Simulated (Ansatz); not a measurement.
# Ionic part of the dielectric constant of MgO, mode by mode

The calculation used DFT PBE, scalar-relativistic, plane waves, PAW (Ansatz 0.2.0). Plane waves to 420 eV; Γ-centred k mesh 10×10×10; fixed occupations. No spin polarisation. Phonons by linear response, acoustic sum rule imposed.

Symmetry: Fm-3m, No. 225, cubic system. The conventional cell has a = 4.254 Å, b = 4.254 Å, c = 4.254 Å, α = 90.00°, β = 90.00°, γ = 90.00°. Mg (site symmetry m-3m) is surrounded by 6 O at 2.13 Å. Around O (site symmetry m-3m) lie 6 Mg at 2.13 Å.

The primitive cell has V = 19.24 Å³ and ε∞,zz = 3.240. Each polar mode adds Δε = (4.92064×10⁷/V)·S/ν² along z, with S its oscillator strength in e²/amu, ν in cm⁻¹ and V in Å³.

**Question.** From these modes, find each Δε and ε0,zz.
```
ν (cm⁻¹) S_zz (e²/amu)
   364.8         0.4139
```

**Answer.**
```tsv
ν (cm⁻¹)	Δε
364.8	7.96
```

The sum is 7.955, so ε0,zz = 11.20; the run's tensor has 11.20.

**Question.** Where do the longitudinal modes lie for a wave vector along z?

**Answer.** At 678 cm⁻¹. The Lyddane–Sachs–Teller product Π(ν_LO/ν_TO)² = 3.46 matches ε0/ε∞ = 3.46.

Cost: 1 run of about 0.2 core-minutes, on Intel Xeon Platinum 8488C (Sapphire Rapids) (shared hosts).

Most of the static screening in MgO comes from the lattice: the single polar mode adds 7.96 to an electronic part of only 3.240. The small electronic part reflects a wide gap between filled O 2p states and empty, largely cation-derived states. The oscillator strength, taken with the reduced mass of the Mg-O pair, implies an effective charge close to the formal ionic one, so the large lattice term needs no anomalous charge transfer, only ionic charges on a fairly soft transverse mode. The same charges produce the macroscopic field that lifts the longitudinal mode to 678 cm⁻¹.

The static constant of 11.20 lies above the measured value, and the transverse frequency of 364.8 cm⁻¹ below it. The likely cause is PBE's overestimated lattice constant, which weakens the short-range repulsion; the inverse-square dependence on frequency then amplifies the error in the ionic term. The Lyddane–Sachs–Teller agreement shows internal consistency, not accuracy, since a mode that is too soft satisfies the relation equally well.
